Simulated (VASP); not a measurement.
Wanted: the native input for a VASP 6.6.1 run.

```
Task                   : band structure
Functional             : rev-vdW-DF2
Potentials or basis    : VASP PAW PBE potentials, release 64 (C)
Cutoff                 : 520 eV
k mesh                 : 12 × 12 × 4
Occupations            : gaussian, width 0.03 eV
Spin                   : no spin polarisation
Further INCAR settings : ALGO = Normal; EDIFF = 1e-06; NBANDS = 16
```

The structure of C lies in POSCAR:

```
C                                       
1.0
    2.4646916590     -0.0000000000      0.0000000000
   -1.2323458295      2.1344855896     -0.0000000000
    0.0000000000     -0.0000000000      6.5602931915
  C             
     4
Direct
     1.0000000000000000    0.0000000000000000    0.2500000000000000
     0.0000000000000000    0.0000000000000000    0.7500000000000000
     0.3333333300000021    0.6666666699999979    0.2500000000000000
     0.6666666699999979    0.3333333300000021    0.7500000000000000
```

These files were run (other wordings do the same):

INCAR

```
SYSTEM = C
AGGAC = 0.0 ; ALGO = Normal
EDIFF = 1E-6 ; ENCUT = 520
GGA = MK ; ICORELEVEL = 1
ISIF = 2 ; ISMEAR = 0
LASPH = .True. ; LCHARG = .False.
LREAL = .False. ; LUSE_VDW = .True.
LWAVE = .False. ; NBANDS = 16
NELM = 80 ; PARAM1 = 0.1234
PARAM2 = 0.711357 ; PREC = Accurate
SIGMA = 0.03 ; ZAB_VDW = -1.8867
```

KPOINTS

```
k-points
0
Gamma
  12 12 4
  0 0 0
```

KPOINTS_OPT

```
explicit points
141
Reciprocal
 0.0000000000  0.0000000000  0.0000000000 1
 0.0357142857  0.0000000000  0.0000000000 1
 0.0714285714  0.0000000000  0.0000000000 1
 0.1071428571  0.0000000000  0.0000000000 1
 0.1428571429  0.0000000000  0.0000000000 1
 0.1785714286  0.0000000000  0.0000000000 1
[... 133 lines left out ...]
 0.5000000000  0.0000000000  0.5000000000 1
 0.5000000000  0.0000000000  0.0000000000 1
```

Potentials or basis: VASP PAW PBE potentials, release 64 (C).

Run with:

```bash
$ cat potpaw_PBE.64/C/POTCAR > POTCAR
$ mpirun -np 1 vasp_std > vasp.out
```

Results of the run:

- Pressure: 0.5 GPa
- Band gap along the path: none (metal or under the smearing width)

Caveat: the PAW data sets were made with another functional, which shifts forces and pressure a little.

It took 75 s on 1 thread of Intel(R) Xeon(R) Platinum 8559C (Emerald Rapids) (shared host), peak memory 0.28 GiB.
